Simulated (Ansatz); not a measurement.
Crystal: Sb.

```xyz
1
Lattice="-1.5765 1.5765 2.7119 1.5765 -1.5765 2.7119 1.5765 1.5765 -2.7119" Properties=species:S:1:pos:R:3 pbc="T T T"
Sb    0.0000    0.0000    0.0000
```

This isn't the form of Sb at room conditions, which is rhombohedral.

| Property | Result |
| --- | --- |
| Program | Ansatz 0.2.0 |
| Task | relaxation of cell and atoms |
| Functional | PBEsol |
| Potentials or basis | all-electron LAPW, scalar-relativistic |
| Basis error allowed | 0.001 eV/atom |
| k mesh | 12 × 12 × 12 |
| Occupations | fermi-dirac, width 0.05 eV |
| Spin | no spin polarisation |

At the start: volume 26.96 Å³/atom.

Question: Where does the relaxation end?

Answer: Over 7 steps the energy falls by 5.7 meV/atom and the volume is 26.32 Å³/atom (-2.4 %); space group I4/mmm (No. 139, to 0.05 Å).

Step by step:
```csv
step,energy change (eV),largest force (eV/Å),volume (Å³)
1,0.0000,0.0000,26.96
2,-0.0023,0.0000,26.22
3,-0.0034,0.0000,26.34
4,-0.0053,0.0000,26.41
5,-0.0057,0.0000,26.34
6,-0.0057,0.0000,26.32
7,-0.0057,0.0000,26.32
```

Final structure:
```
Sb
1.0
    -1.58979    1.58979    2.60349
     1.58979   -1.58979    2.60349
     1.58979    1.58979   -2.60349
Sb
1
Cartesian
  0.0000 0.0000 0.0000
```
